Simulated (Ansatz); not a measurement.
# How far is this Li2H from the hull?

Method: Ansatz, DFT PBE, scalar-relativistic, plane waves, PAW. Settings: cutoff 420 eV, Γ-centred meshes spaced at most about 0.3 Å⁻¹, and about 0.25 Å⁻¹ or finer for metals (2π included), Gaussian smearing. No spin polarisation.

The zero of energy is the elements' standard structures at the same level (H₂ as a molecule); no fitted shifts are applied.

Temperature and zero-point effects are left out. With hydrogen, zero-point motion can shift formation energies by some tens of meV/atom.

The competitors are the elements and 1 reference phase of this chemical system (from databases or known types: LiH), relaxed at the same level; other known phases may be missing.

The candidate was reached from: random cell.

```
Li H
1.0
     2.83736    0.00000    0.00000
    -1.41868    2.45723    0.00000
     0.00000    0.00000    4.98847
Li H
2 1
Direct
  0.33333 0.66667 0.26430
  0.66667 0.33333 0.73571
  0.00000 0.00000 0.50000
```

The lowest competing mixture at this composition:

```tsv
phase	space group	source	share of atoms	ΔE_f (eV/atom)
Li	-	element	0.3333	-0.0036
LiH	Fm-3m (No. 225)	textbook type	0.6667	-0.417
```

The lowest database cell of Li (-0.0036) lies slightly below the reference, hence the non-zero entry.

Question: What are the hull's energy here, the candidate's formation energy and its margin?

Answer: The hull lies at -0.279 eV/atom, the weighted sum of the last column. The candidate has -0.233 eV/atom, which is 46 meV/atom above it. The candidate matches no cell in the subsets of the Crystallography Open Database and the Materials Project at hand. That margin is within the range where metastable phases are often made. Checks: no imaginary mode on a 3×3×2 q mesh. It has the anti-cadmium iodide type.
